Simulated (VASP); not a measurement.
Computed with PBE GGA, VASP's PBE PAW potentials (set 64) (plane waves; VASP 6.6.1).

A VASP calculation is set up with these files.

KPOINTS:
```
Automatic mesh
0
Gamma
4 4 4
0 0 0
```

**INCAR**
```
SYSTEM = ZrO2
PREC = Accurate
ENCUT = 520
EDIFF = 1E-6
NELM = 100
ALGO = Normal
LREAL = .FALSE.
LASPH = .TRUE.
ISMEAR = 0
SIGMA = 0.05
GGA = PE
LMAXMIX = 4
LWAVE = .FALSE.
LCHARG = .FALSE.
IBRION = 2
ISIF = 3
NSW = 60
EDIFFG = -0.02
```

**POSCAR**
```
ZrO2
1
    0.0000000000     5.1837854237     0.0170649084
    5.2506883928     0.0000000000     0.0000000000
    0.0000000000    -0.8757955566    -5.2971231393
Zr O
4 8
Direct
  0.7240253509   0.9573563317   0.7904528443
  0.2759746491   0.4573563317   0.7095471557
  0.2759746491   0.0426436683   0.2095471557
  0.7240253509   0.5426436683   0.2904528443
  0.9316488147   0.6673144581   0.6552291505
  0.0683511853   0.1673144581   0.8447708495
  0.0683511853   0.3326855419   0.3447708495
  0.9316488147   0.8326855419   0.1552291505
  0.5501929225   0.2425400358   0.5216762746
  0.4498070775   0.7425400358   0.9783237254
  0.4498070775   0.7574599642   0.4783237254
  0.5501929225   0.2574599642   0.0216762746
```

POTCAR, in this order: Zr_sv O (PBE.64 set). Program: vasp_std.

What VASP printed:

OUTCAR:
```
 ion  position               nearest neighbor table
   1  0.724  0.957  0.790-   5 2.07   6 2.08   9 2.17   8 2.17  10 2.19  11 2.27  12 2.28   3 3.36
                             4 3.46   4 3.46   2 3.48   2 3.48   3 3.52   3 3.59
   2  0.276  0.457  0.710-   6 2.07   5 2.08  10 2.17   7 2.17   9 2.19  12 2.27  11 2.28   4 3.36
                             3 3.46   3 3.46   1 3.48   1 3.48   4 3.52   4 3.59
   3  0.276  0.043  0.210-   7 2.07   8 2.08  11 2.17   6 2.17  12 2.19   9 2.27  10 2.28   1 3.36
                             2 3.46   2 3.46   4 3.48   4 3.48   1 3.52   1 3.59
   4  0.724  0.543  0.290-   8 2.07   7 2.08  12 2.17   5 2.17  11 2.19  10 2.27   9 2.28   2 3.36
                             1 3.46   1 3.46   3 3.48   3 3.48   2 3.52   2 3.59
   5  0.932  0.667  0.655-   1 2.07   2 2.08   4 2.17
   6  0.068  0.167  0.845-   2 2.07   1 2.08   3 2.17
   7  0.068  0.333  0.345-   3 2.07   4 2.08   2 2.17
   8  0.932  0.833  0.155-   4 2.07   3 2.08   1 2.17
   9  0.550  0.243  0.522-   1 2.17   2 2.19   3 2.27   4 2.28
  10  0.450  0.743  0.978-   2 2.17   1 2.19   4 2.27   3 2.28
  11  0.450  0.757  0.478-   3 2.17   4 2.19   1 2.27   2 2.28
  12  0.550  0.257  0.022-   4 2.17   3 2.19   2 2.27   1 2.28
  LATTYP: Found a simple monoclinic cell.
 ALAT       =     5.1838135123
 B/A-ratio  =     1.0129007111
 C/A-ratio  =     1.0357306416
 COS(beta)  =    -0.1663667334
 Subroutine PRICEL returns:
 Original cell was already a primitive cell.
 Subroutine GETGRP returns: Found  4 space group operations
...
```

OSZICAR:
```
       N       E                     dE             d eps       ncg     rms          rms(c)
DAV:   1     0.968943791118E+03    0.96894E+03   -0.54289E+04  3420   0.171E+03
DAV:   2    -0.547410427401E+02   -0.10237E+04   -0.99413E+03  4194   0.478E+02
DAV:   3    -0.133374488551E+03   -0.78633E+02   -0.78265E+02  4494   0.127E+02
DAV:   4    -0.138935895516E+03   -0.55614E+01   -0.55569E+01  5440   0.274E+01
DAV:   5    -0.139212170638E+03   -0.27628E+00   -0.27625E+00  4423   0.450E+00    0.516E+01
DAV:   6    -0.114935461884E+03    0.24277E+02   -0.13751E+02  4287   0.528E+01    0.221E+01
DAV:   7    -0.115136086656E+03   -0.20062E+00   -0.10242E+01  4688   0.132E+01    0.121E+01
DAV:   8    -0.115116005445E+03    0.20081E-01   -0.88956E-01  4241   0.465E+00    0.131E+00
DAV:   9    -0.115116113569E+03   -0.10812E-03   -0.17643E-01  4336   0.160E+00    0.739E-01
DAV:  10    -0.115117844598E+03   -0.17310E-02   -0.34048E-02  4154   0.974E-01    0.282E-01
DAV:  11    -0.115118442868E+03   -0.59827E-03   -0.31372E-03  4288   0.288E-01    0.610E-02
DAV:  12    -0.115118501502E+03   -0.58634E-04   -0.49643E-04  4326   0.962E-02    0.567E-02
DAV:  13    -0.115118497713E+03    0.37890E-05   -0.25649E-04  4056   0.725E-02    0.194E-02
DAV:  14    -0.115118498827E+03   -0.11139E-05   -0.33923E-05  4335   0.297E-02    0.997E-03
DAV:  15    -0.115118499723E+03   -0.89570E-06   -0.17971E-06  2640   0.758E-03
   1 F= -.11511850E+03 E0= -.11511850E+03  d E =-.115118E+03
       N       E                     dE             d eps       ncg     rms          rms(c)
DAV:   1    -0.115118933581E+03   -0.43475E-03   -0.19398E-01  3480   0.252E+00    0.189E-01
DAV:   2    -0.115119096299E+03   -0.16272E-03   -0.47770E-03  4262   0.366E-01    0.105E-01
DAV:   3    -0.115118980899E+03    0.11540E-03   -0.44647E-04  4760   0.120E-01    0.372E-02
DAV:   4    -0.115118962437E+03    0.18461E-04   -0.73477E-05  4798   0.481E-02    0.181E-02
DAV:   5    -0.115118961030E+03    0.14072E-05   -0.22318E-05  3688   0.226E-02    0.980E-03
DAV:   6    -0.115118960084E+03    0.94652E-06   -0.49066E-06  3311   0.122E-02
   2 F= -.11511896E+03 E0= -.11511896E+03  d E =-.460361E-03
       N       E                     dE             d eps       ncg     rms          rms(c)
DAV:   1    -0.115118959656E+03    0.13742E-05   -0.24723E-04  3618   0.902E-02    0.721E-03
DAV:   2    -0.115118959904E+03   -0.24836E-06   -0.75146E-06  4016   0.148E-02
   3 F= -.11511896E+03 E0= -.11511896E+03  d E =-.460181E-03
       N       E                     dE             d eps       ncg     rms          rms(c)
DAV:   1    -0.115119176039E+03   -0.21638E-03   -0.18528E-01  3430   0.241E+00    0.198E-01
DAV:   2    -0.115119341063E+03   -0.16502E-03   -0.43391E-03  4162   0.342E-01    0.962E-02
DAV:   3    -0.115119280115E+03    0.60948E-04   -0.27195E-04  4903   0.889E-02    0.252E-02
DAV:   4    -0.115119277269E+03    0.28462E-05   -0.46765E-05  4816   0.322E-02    0.125E-02
DAV:   5    -0.115119280347E+03   -0.30783E-05   -0.71786E-06  3920   0.120E-02    0.741E-03
DAV:   6    -0.115119281712E+03   -0.13653E-05   -0.15902E-06  2616   0.725E-03    0.373E-03
DAV:   7    -0.115119283205E+03   -0.14928E-05   -0.78734E-07  2329   0.476E-03    0.145E-03
DAV:   8    -0.115119283115E+03    0.90387E-07   -0.21740E-07  2194   0.288E-03
   4 F= -.11511928E+03 E0= -.11511928E+03  d E =-.323211E-03
```

### OUTCAR
```
------------------------ aborting loop because EDIFF is reached ----------------------------------------
  FORCE on cell =-STRESS in cart. coord.  units (eV):
  Direction    XX          YY          ZZ          XY          YZ          ZX
  --------------------------------------------------------------------------------------
  Total        0.0268242      0.0340611      0.1816205      0.0000000      0.0483416      0.0000000
  in kB        0.2982843      0.3787580      2.0196133      0.0000000      0.5375564      0.0000000
  external PRESSURE =       0.8988852 kB  Pullay stress =       0.0000000 kB
  volume of cell :      144.08
      direct lattice vectors                 reciprocal lattice vectors
     0.000000000  5.186529258  0.016590745     0.000000000  0.192909310 -0.031932350
     5.253345745  0.000000000  0.000000000     0.190354880  0.000000000  0.000000000
     0.000000000 -0.875794254 -5.290837228     0.000000000  0.000604915 -0.189106135
 POSITION                                       TOTAL-FORCE (eV/Angst)
 -----------------------------------------------------------------------------------
      5.02631      3.06178     -4.17033        -0.001164      0.009236      0.005608
      2.39964      0.81106     -3.74933        -0.001164     -0.009236     -0.005608
      0.22703      1.24896     -1.10391         0.001164     -0.009236     -0.005608
      2.85371      3.49967     -1.52491         0.001164      0.009236      0.005608
      3.50749      4.25875     -3.45058         0.003422      0.015908      0.006484
      0.88082     -0.38592     -4.46908         0.003422     -0.015908     -0.006484
      1.74585      0.05198     -1.82366        -0.003422     -0.015908     -0.006484
      4.37252      4.69665     -0.80517        -0.003422      0.015908      0.006484
      1.27420      2.39536     -2.75444        -0.000658     -0.005530     -0.014909
      3.90087      1.47748     -5.16522        -0.000658      0.005530      0.014909
      3.97915      1.91537     -2.51981         0.000658      0.005530      0.014909
      1.35247      2.83326     -0.10902         0.000658     -0.005530     -0.014909
 -----------------------------------------------------------------------------------
    total drift:                               -0.000000      0.000000      0.000000
  FREE ENERGIE OF THE ION-ELECTRON SYSTEM (eV)
  ---------------------------------------------------
  free  energy   TOTEN  =      -115.1192831149 eV

  energy  without entropy=     -115.1192831149  energy(sigma->0) =     -115.11928311

 reached required accuracy - stopping structural energy minimisation
```
(Selected blocks of OUTCAR.)

### CONTCAR
```
ZrO2
   1.00000000000000
     0.0000000000000000    5.1865292580149820    0.0165907447820704
     5.2533457453430561    0.0000000000000000    0.0000000000000000
     0.0000000000000000   -0.8757942541216197   -5.2908372283898801
  Zr              O
     4     8
Direct
     0.7238138060776237    0.9567832016350707    0.7904876849430374
     0.2761861939223763    0.4567832016350707    0.7095123150569626
     0.2761861939223763    0.0432167983649293    0.2095123150569626
     0.7238138060776237    0.5432167983649293    0.2904876849430374
     0.9317383415514228    0.6676686105912885    0.6551028061234345
     0.0682616584485773    0.1676686105912885    0.8448971938765655
     0.0682616584485773    0.3323313894087115    0.3448971938765655
     0.9317383415514228    0.8323313894087115    0.1551028061234345
     0.5500431406596851    0.2425499511083022    0.5223307552922745
     0.4499568593403149    0.7425499511083022    0.9776692447077255
     0.4499568593403149    0.7574500488916978    0.4776692447077255
     0.5500431406596851    0.2574500488916978    0.0223307552922745
```

The compound is ZrO2 in the monoclinic structure. This run relaxes it. Symmetry was kept, so distortions that lower it aren't found. The start is the result of an earlier pass.
